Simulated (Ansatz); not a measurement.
CuO under changes of volume

One of the cells (12.605 Å³/atom); the others are scaled copies at fixed shape and fractional positions:

```
CELL_PARAMETERS angstrom
0.00000 2.32725 2.32725
2.32725 0.00000 2.32725
2.32725 2.32725 0.00000
ATOMIC_POSITIONS crystal
Cu 0.00000 0.00000 0.00000
O 0.25000 0.25000 0.25000
```

Measurements of this composition are mostly on another form, of space group No. 15.

```yaml
Program: Ansatz 0.2.0
Functional: PBEsol
Potentials_or_basis: Ansatz PAW
Cutoff: "420 eV (not typed: the program's choice for these potentials)"
k_mesh: 10 × 10 × 10
Occupations: fermi-dirac, width 0.05 eV
Spin: no spin polarisation
```

| volume (Å³/atom) | energy over the lowest point (meV/atom) | pressure (GPa) |
| --- | --- | --- |
| 11.848 | 0.00 | -9.7 |
| 12.100 | 17.24 | -11.9 |
| 12.353 | 37.66 | -13.9 |
| 12.605 | ? | ? |
| 12.857 | 86.77 | -17.1 |
| 13.109 | 114.74 | -18.3 |
| 13.361 | 144.66 | -19.5 |

What does the run at 12.605 Å³/atom give?

Energy over the lowest point 61.01 meV/atom; pressure -15.6 GPa.

Worked out: A Birch-Murnaghan fit of order 3 (a polynomial in V^(-2/3)) to the other rows has no minimum within the range. It gives 60.97 meV/atom at 12.605 Å³/atom, against the run's 61.01, and -dE/dV = -15.6 GPa, against -15.6.

Energies are extrapolated to zero smearing.

Caveats: an odd number of electrons without spin polarisation forces a metal; a magnetic or distorted state may lie lower; the run has no spin polarisation, though such a crystal can be magnetic; the PAW data sets come from PBE, with cores solved anew for the run's functional, which leaves a small shift of forces and pressure.
